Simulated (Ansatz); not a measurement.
# Sc under changes of volume

One of the cells (25.002 Å³/atom); the others are scaled copies at fixed shape and fractional positions:

```xyz
2
Lattice="3.3090 0.0000 0.0000 -1.6545 2.8657 0.0000 0.0000 0.0000 5.2733" Properties=species:S:1:pos:R:3 pbc="T T T"
Sc    1.6545    0.9552    3.9550
Sc    0.0000    1.9105    1.3183
```

```yaml
Program: Ansatz 0.2.0
Functional: r2SCAN
Potentials_or_basis: Ansatz PAW
Cutoff: "500 eV (not typed: the program's choice for these potentials)"
k_mesh: 9 × 9 × 5
Occupations: fermi-dirac, width 0.05 eV
Spin: no spin polarisation
```

```csv
volume (Å³/atom),energy over the lowest point (meV/atom),pressure (GPa)
23.502,15.85,3.7
24.002,6.57,2.3
24.502,1.40,1.1
25.002,0.00,-0.1
25.502,?,?
26.002,7.30,-2.1
26.502,15.42,-3.0
```

**Question.** What does the run at 25.502 Å³/atom give?

**Answer.** Energy over the lowest point 2.06 meV/atom; pressure -1.1 GPa.

Worked out: A Birch-Murnaghan fit of order 3 (a polynomial in V^(-2/3)) to the other rows has its minimum at 24.95 Å³/atom with B0 = V·E''(V) = 56 GPa and B' = 3.4 at fixed shape and positions, which overstates the stiffness. It gives 2.07 meV/atom at 25.502 Å³/atom, against the run's 2.06, and -dE/dV = -1.2 GPa, against -1.1.

Energies are extrapolated to zero smearing.

Caveats: the PAW data sets come from PBE, with cores solved anew for the run's functional, which leaves a small shift of forces and pressure.
